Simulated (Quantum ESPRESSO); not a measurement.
# Al (Im-3m) in Quantum ESPRESSO: settings compared, part 2 of 2

Quantum ESPRESSO 7.5. Earlier steps stand in the parts before.

## (3) Phonons, vdW-DF-cx

File pw.in:

```
&CONTROL
  calculation = 'scf'
  prefix = 'pwscf'
  outdir = './tmp'
  pseudo_dir = './pseudo'
  tprnfor = .true.
  tstress = .true.
  disk_io = 'low'
/
&SYSTEM
  ibrav = 0
  nat = 1
  ntyp = 1
  ecutwfc = 40
  nbnd = 6
  input_dft = 'vdw-df-cx'
  occupations = 'smearing'
  smearing = 'mv'
  degauss = 0.01469973
/
&ELECTRONS
  conv_thr = 2d-10
  electron_maxstep = 120
  mixing_beta = 0.5
/
ATOMIC_SPECIES
Al    26.9815 Al.upf
CELL_PARAMETERS angstrom
  -1.5912186900    1.5912186900    1.5912186900
   1.5912186900   -1.5912186900    1.5912186900
   1.5912186900    1.5912186900   -1.5912186900
ATOMIC_POSITIONS angstrom
Al     0.0000000000    0.0000000000    0.0000000000
K_POINTS automatic
12 12 12 0 0 0
```

File relax.in:

```
&CONTROL
  calculation = 'vc-relax'
  prefix = 'pwscf'
  outdir = './tmp'
  pseudo_dir = './pseudo'
  tprnfor = .true.
  tstress = .true.
  disk_io = 'low'
  nstep = 40
  forc_conv_thr = 0.0001
  etot_conv_thr = 1d-06
/
&SYSTEM
  ibrav = 0
  nat = 1
  ntyp = 1
  ecutwfc = 40
  nbnd = 6
  input_dft = 'vdw-df-cx'
  occupations = 'smearing'
  smearing = 'mv'
  degauss = 0.01469973
/
&ELECTRONS
  conv_thr = 2d-10
  electron_maxstep = 120
  mixing_beta = 0.5
/
&IONS
  ion_dynamics = 'bfgs'
/
&CELL
  cell_dynamics = 'bfgs'
  press = 0
  press_conv_thr = 0.2
/
ATOMIC_SPECIES
Al    26.9815 Al.upf
CELL_PARAMETERS angstrom
  -1.5912186900    1.5912186900    1.5912186900
   1.5912186900   -1.5912186900    1.5912186900
   1.5912186900    1.5912186900   -1.5912186900
ATOMIC_POSITIONS angstrom
Al     0.0000000000    0.0000000000    0.0000000000
K_POINTS automatic
12 12 12 0 0 0
```

File scf2.in:

```
&CONTROL
  calculation = 'scf'
  prefix = 'pwscf'
  outdir = './tmp'
  pseudo_dir = './pseudo'
  tprnfor = .true.
  tstress = .true.
  disk_io = 'low'
/
&SYSTEM
  ibrav = 0
  nat = 1
  ntyp = 1
  ecutwfc = 40
  nbnd = 6
  input_dft = 'vdw-df-cx'
  occupations = 'smearing'
  smearing = 'mv'
  degauss = 0.01469973
/
&ELECTRONS
  conv_thr = 1d-13
  electron_maxstep = 120
  mixing_beta = 0.5
  startingpot = 'file'
  startingwfc = 'file'
/
ATOMIC_SPECIES
Al    26.9815 Al.upf
CELL_PARAMETERS angstrom
  -1.6188392081    1.6188392081    1.6188392081
   1.6188392081   -1.6188392081    1.6188392081
   1.6188392081    1.6188392081   -1.6188392081
ATOMIC_POSITIONS angstrom
Al     0.0000000000    0.0000000000    0.0000000000
K_POINTS automatic
12 12 12 0 0 0
```

File ph.in:

```
phonons of Al
&INPUTPH
  prefix = 'pwscf'
  outdir = './tmp'
  tr2_ph = 1d-18
  fildyn = 'dyn'
  niter_ph = 90
  alpha_mix(1) = 0.4
/
0.4330127019 0.4330127019 -0.0000000000
```

Potentials or basis: PseudoDojo 0.4.1 SR PBE standard.

Command:

```bash
> OMP_NUM_THREADS=1 pw.x -in pw.in > pw.out
> OMP_NUM_THREADS=1 pw.x -in relax.in > relax.out
> OMP_NUM_THREADS=1 pw.x -in scf2.in > scf2.out
> OMP_NUM_THREADS=1 ph.x -in ph.in > ph.out
```

pw.out:

```text
This program is part of the open-source Quantum ESPRESSO suite
     for quantum simulation of materials; please cite
         "P. Giannozzi et al., J. Phys.:Condens. Matter 21 395502 (2009);
         "P. Giannozzi et al., J. Phys.:Condens. Matter 29 465901 (2017);
         "P. Giannozzi et al., J. Chem. Phys. 152 154105 (2020);
     in publications or presentations arising from this work. More details at

     IMPORTANT: XC functional enforced from input :
     Exchange-correlation= VDW-DF-CX
                           (   1   4  27   0   1   0   0)
     Any further DFT definition will be discarded
     Please, verify this is what you really want

     Message from routine setup:
     using ibrav=0 with symmetry is DISCOURAGED, use correct ibrav instead

     G-vector sticks info
     --------------------
     sticks:   dense  smooth     PW     G-vecs:    dense   smooth      PW
     Sum         333     333    129                 3781     3781     959

     Using Slab Decomposition

     bravais-lattice index     =            0
     lattice parameter (alat)  =       5.2082  a.u.
     unit-cell volume          =     108.7542 (a.u.)^3
     number of atoms/cell      =            1
     number of atomic types    =            1
     number of electrons       =         3.00
     number of Kohn-Sham states=            6
     kinetic-energy cutoff     =      40.0000  Ry
     charge density cutoff     =     160.0000  Ry
     scf convergence threshold =      2.0E-10
     mixing beta               =       0.5000
     number of iterations used =            8  plain     mixing
     Exchange-correlation= VDW-DF-CX
[... 147 lines left out ...]
     %    use with input_dft = 'vdW-DF2-br0' and 'vdW-DF2-ahbr'             %
     %                                                                      %
     %%%%%%%%%%%%%%%%%%%%%%%%%%%%%%%%%%%%%%%%%%%%%%%%%%%%%%%%%%%%%%%%%%%%%%%%

     Starting wfcs are    4 randomized atomic wfcs +    2 random wfcs

     Self-consistent Calculation

     iteration #  1     ecut=    40.00 Ry     beta= 0.50
     Davidson diagonalization with overlap
     ethr =  1.00E-02,  avg # of iterations =  6.1

     Threshold (ethr) on eigenvalues was too large:
     Diagonalizing with lowered threshold

     Davidson diagonalization with overlap
     ethr =  1.77E-04,  avg # of iterations =  3.1

     total energy              =      -4.63131596 Ry
     estimated scf accuracy    <       0.00524181 Ry
[... 29 lines left out ...]
     iteration #  6     ecut=    40.00 Ry     beta= 0.50
     Davidson diagonalization with overlap
     ethr =  9.55E-12,  avg # of iterations =  1.9

     End of self-consistent calculation

          k = 0.0000 0.0000 0.0000 (   459 PWs)   bands (ev):

    -3.1125  21.5753  21.5753  23.1988  23.1988  23.1988

          k = 0.0722 0.0722 0.0000 (   451 PWs)   bands (ev):
[... 279 lines left out ...]
          k =-0.8660-0.8660-0.8660 (   466 PWs)   bands (ev):

    10.0836  10.0836  10.0836  11.1530  11.1530  14.0485

     the Fermi energy is     8.1807 ev

!    total energy              =      -4.63107783 Ry
     estimated scf accuracy    <          2.2E-13 Ry
     smearing contrib. (-TS)   =      -0.00010117 Ry
     internal energy E=F+TS    =      -4.63097666 Ry

     The total energy is F=E-TS. E is the sum of the following terms:
     one-electron contribution =       2.99250133 Ry
     hartree contribution      =       0.00484929 Ry
     xc contribution           =      -2.18212591 Ry
     ewald contribution        =      -5.44620137 Ry

     convergence has been achieved in   6 iterations

     Forces acting on atoms (cartesian axes, Ry/au):

     atom    1 type  1   force =     0.00000000    0.00000000    0.00000000

     Total force =     0.000000     Total SCF correction =     0.000000

     Computing stress (Cartesian axis) and pressure

          total   stress  (Ry/bohr**3)                   (kbar)     P=       38.83
   0.00026394   0.00000000   0.00000000           38.83        0.00        0.00
   0.00000000   0.00026394   0.00000000            0.00       38.83        0.00
   0.00000000   0.00000000   0.00026394            0.00        0.00       38.83

=------------------------------------------------------------------------------=
   JOB DONE.
=------------------------------------------------------------------------------=
```

relax.out:

```text
This program is part of the open-source Quantum ESPRESSO suite
     for quantum simulation of materials; please cite
         "P. Giannozzi et al., J. Phys.:Condens. Matter 21 395502 (2009);
         "P. Giannozzi et al., J. Phys.:Condens. Matter 29 465901 (2017);
         "P. Giannozzi et al., J. Chem. Phys. 152 154105 (2020);
[... 2637 lines left out ...]
   0.00000000   0.00000044   0.00000000            0.00        0.07        0.00
   0.00000000   0.00000000   0.00000044            0.00        0.00        0.07

=------------------------------------------------------------------------------=
   JOB DONE.
=------------------------------------------------------------------------------=
```

It took 9.4 min on 1 thread of Intel Xeon at 2.50GHz (Skylake/Cascade Lake), shared host; peak memory 0.09 GiB.

Results:

```
Free energy                                 : -63.0190 eV
Relaxed volume                              : 16.97 Å³/atom
Relaxed cell                                : a = 2.804 Å, b = 2.804 Å, c = 2.804 Å, α = 109.47°, β = 109.47°, γ = 109.47°
Space group after relaxing (to 0.05 Å)      : Im-3m (No. 229)
Pressure after relaxing                     : 0.0 GPa
Band gap on the k mesh                      : none (metal or under the smearing width)
Highest phonon frequency at the q point run : 309 cm⁻¹
Most unstable mode                          : 117i cm⁻¹
```

Step by step:
| step | energy change (eV) | largest force (eV/Å) | pressure (GPa) | volume (Å³) |
| --- | --- | --- | --- | --- |
| 1 | 0.0000 | 0.0000 | 3.88 | 16.12 |
| 2 | -0.0062 | 0.0000 | 2.30 | 16.44 |
| 3 | -0.0095 | 0.0000 | 0.71 | 16.79 |
| 4 | -0.0099 | 0.0000 | 0.04 | 16.96 |
| 5 | -0.0099 | 0.0000 | 0.00 | 16.97 |

Final structure:
```
CELL_PARAMETERS angstrom
-1.61884 1.61884 1.61884
1.61884 -1.61884 1.61884
1.61884 1.61884 -1.61884
ATOMIC_POSITIONS crystal
Al 0.00000 0.00000 0.00000
```

Levels at points of the mesh, in eV from the Fermi level:
```tsv
k point	band 1	band 2	band 3	band 4	band 5	band 6
(0.00, 0.00, 0.00)	-10.92	13.09	13.09	14.28	14.28	14.28
(0.00, 0.00, -0.50)	-4.20	-3.82	7.95	8.21	9.80	11.20
(-0.50, -0.50, -0.50)	1.83	1.83	1.83	3.06	3.06	5.27
```

Phonon frequencies in cm⁻¹ (negative: imaginary):
```tsv
q point	frequencies
(0.000, 0.000, 0.500)	-117 197 309
```

Phonon modes at q = (0.000, 0.000, 0.500) in reciprocal lattice units:
| mode | symmetry | cm⁻¹ |
| --- | --- | --- |
| 1 | B_2u | -117 |
| 2 | B_1u | 197 |
| 3 | B_3u | 309 |

Caveat: the potentials were made for another functional, which shifts forces and pressure; some modes are imaginary.
